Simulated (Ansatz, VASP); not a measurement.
## One calculation of GaN, two programs

```
CELL_PARAMETERS angstrom
0.00000 2.25350 2.25350
2.25350 0.00000 2.25350
2.25350 2.25350 0.00000
ATOMIC_POSITIONS crystal
Ga 0.00000 0.00000 0.00000
N 0.75000 0.75000 0.75000
```

The cell is a database's computed one.

Alike in both runs: task single point; functional PBE; k mesh 4 × 4 × 4; no spin polarisation.

```csv
,VASP,Ansatz
version,VASP 6.6.1,Ansatz 0.2.0
potentials or method,"VASP PAW PBE potentials, release 64 (Ga_d, N)","plane waves, PAW"
plane-wave cutoff (eV),520,422
occupations,"gaussian, width 0.01 eV",fixed
valence electrons in the cell,18,18
```

```tsv
	VASP	Ansatz	Ansatz less VASP
gap on the k mesh at the Fermi level (eV)	1.70	1.70	-0.007
```

Caveats: the k mesh is coarse (spacing up to 0.60 Å⁻¹), so the values aren't converged. Expect the measured gap to be larger: semilocal functionals such as PBE lack the derivative discontinuity.
